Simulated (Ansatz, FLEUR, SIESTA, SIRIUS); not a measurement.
## CdSe: 4 runs at one level of theory

```
CELL_PARAMETERS angstrom
4.30000 0.00000 0.00000
-2.15000 3.72391 0.00000
0.00000 0.00000 7.02000
ATOMIC_POSITIONS crystal
Cd 0.66667 0.33333 0.50000
Cd 0.33333 0.66667 0.00000
Se 0.66667 0.33333 0.88500
Se 0.33333 0.66667 0.38500
```

Alike in all runs: task band structure; functional PBE; k mesh 7 × 7 × 4; occupations fermi-dirac, width 0.05 eV; no spin polarisation; no spin-orbit coupling. Pressure is positive in compression and, in plane waves, holds the error of the finite cutoff, which Ansatz's Pulay term estimates and takes out. Gaps are the smaller of the mesh's and the band path's.

```csv
program and potentials,plane-wave cutoff (eV),notes,band gap (eV),pressure (GPa),largest force (eV/Å)
"SIESTA, files PseudoDojo sr-pbe-0.4.1-standard, DZP (energy shift 0.003 Ry; two zetas on semicore shells)",-,atomic basis; 18 valence electrons an atom on average,0.92,3.20,0.321
"FLEUR, all-electron, FLAPW",-,-,0.70,-,-
"SIRIUS, all-electron FP-LAPW (Koelling-Harmon valence), apw+lo standard",-,-,0.70,-,0.283
"Ansatz, PseudoDojo stringent (PBE files)",1633,22 valence electrons an atom on average,?,?,?
```

Q: Estimate from the other rows what the run with Ansatz, PseudoDojo stringent (PBE files) gave.

A: Band gap 0.70 eV; pressure 3.04 GPa; largest force 0.283 eV/Å. Its pressure holds a Pulay term of +0.08 GPa. The other rows, which needn't bracket it: band gap 0.70 to 0.92; pressure 3.20; largest force 0.283 to 0.321.
